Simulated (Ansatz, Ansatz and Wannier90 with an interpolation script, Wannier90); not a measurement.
Rows from a G0W0 calculation on AlP (F-43m) (Ansatz 0.2.0; G0W0 on LDA, plane waves, PAW; 8×8×8 mesh, 186 empty bands, screening to 160 eV), in eV. Spin-orbit coupling is left out.

The database entry behind the starting cell differs from later determinations by our own check (0.1 to 0.3 % short, probably kX units), so it need not match the best structure at ambient conditions.

| row | Σx | Σc | Vxc | Z |
| --- | --- | --- | --- | --- |
| A | -8.78 | -4.27 | -13.53 | 0.78 |
| B | -6.45 | -4.50 | -11.42 | 0.77 |
| C | -5.43 | -3.70 | -9.39 | 0.79 |
| D | -15.80 | 1.19 | -14.02 | 0.76 |
| E | -6.23 | -3.87 | -10.48 | 0.79 |
| F | -15.60 | 2.04 | -12.91 | 0.74 |

Which rows are filled states and which are empty ones, and how can one tell?

Filled: D and F. Empty: A, B, C and E. The sign of Σc tells: for a filled state bare exchange, which holds its interaction with itself, lies below Vxc (Σx − Vxc is -1.8 eV or lower here) and screening gives part back as a positive Σc. For an empty state Σx lies above Vxc (+4.0 eV or more) and the Coulomb hole leaves Σc negative.

[Runs of the session that timed out or met a known fault of the program may be left out.]

[Hosts, paths, dates, database ids (printed as entryN), source tags and the programs' standing remarks are cut or masked in the printed files.]
